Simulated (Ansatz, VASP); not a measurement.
# Two plane-wave programs on Li4F

INCAR

```
PREC     = Accurate       # precision mode
ENCUT    = 600            # plane-wave cutoff, eV
EDIFF    = 1E-6           # SCF threshold, eV
ISMEAR   = 0              # smearing method
SIGMA    = 0.1            # smearing width, eV
LREAL    = False          # projectors in reciprocal space
LASPH    = True           # aspherical terms in the spheres
NELM     = 60             # most SCF steps
ALGO     = Normal         # electronic algorithm
ISIF     = 3              # what is computed and relaxed
LWAVE    = False          # write WAVECAR
LCHARG   = False          # write CHGCAR
GGA      = PE             # functional
IBRION   = 2              # ionic algorithm
NSW      = 90             # ionic steps
EDIFFG   = -0.04          # ionic threshold
```

KPOINTS

```
regular mesh
0
Gamma
  6 6 6
```

POSCAR

```
Li4F
1.0
   -1.9134330400      1.9134330400      3.6178163400
    1.9134330400     -1.9134330400      3.6178163400
    1.9134330400      1.9134330400     -3.6178163400
Li F
4 1
Direct
    0.2450000000      0.2450000000      0.0000000000
    0.7550000000      0.7550000000      0.0000000000
    0.5000000000      0.0000000000      0.5000000000
    0.0000000000      0.5000000000      0.5000000000
    0.0000000000      0.0000000000      0.0000000000
```

Input for Ansatz:

```yaml
crystal:
  lattice:
    - [-1.91343304, 1.91343304, 3.61781634]
    - [1.91343304, -1.91343304, 3.61781634]
    - [1.91343304, 1.91343304, -3.61781634]
  atoms:
    - { symbol: Li, position: [0.245, 0.245, 0.0] }
    - { symbol: Li, position: [0.755, 0.755, 0.0] }
    - { symbol: Li, position: [0.5, 0.0, 0.5] }
    - { symbol: Li, position: [0.0, 0.5, 0.5] }
    - { symbol: F, position: [0.0, 0.0, 0.0] }
basis:
  ecutwfc: 420
kpoints:
  mp_grid: { grid: [6, 6, 6] }
hamiltonian:
  xc: pbe
scf:
  occupations: { method: gaussian, width: 0.1 }
  lower_state_search: "off"
output:
  forces: true
  stress: true
  eigenvalues: true
relax:
  adjacent_minimum: "off"
  f_tol: 0.04
  max_steps: 70
  cell: { stress_tol: 0.4 }
```

Change from the starting cell: species swapped into the PbF4 type (I4/mmm, No. 139).

Alike in both runs: task relaxation of cell and atoms; functional PBE; k mesh 6 × 6 × 6; occupations gaussian, width 0.1 eV; no spin polarisation.

```csv
,VASP,Ansatz
version,VASP 6.6.1,Ansatz 0.2.0
potentials or method,"VASP PAW PBE potentials, release 64 (Li_sv, F)","scalar-relativistic, plane waves, PAW"
plane-wave cutoff (eV),600,420
valence electrons in the cell,19,19
```

|  | VASP | Ansatz | Ansatz less VASP |
| --- | --- | --- | --- |
| gap on the k mesh at the Fermi level, each at its own relaxed structure (eV) | none | none | - |
| relaxed volume (Å³/atom) | 15.05 | 15.69 | +0.633 |
| relaxed cell length with the largest relative difference (Å) | 5.241 | 5.387 | +0.1466 |
| energy change over the relaxation (meV/atom) | -208 | -224 | -16.3 |

A gap of «none» marks a metal or a gap that the smearing closes.

Caveats: the k mesh is coarse (spacing up to 0.39 Å⁻¹), so the values aren't converged; the cutoff is under 1.25 times the usual one of these potentials, so pressure, stress and relaxed cells hold a basis-set (Pulay) error (VASP); the volume moved by over 15 % at a fixed basis, so the end points are rough (VASP); an odd number of electrons without spin polarisation forces a metal; a magnetic or distorted state may lie lower.
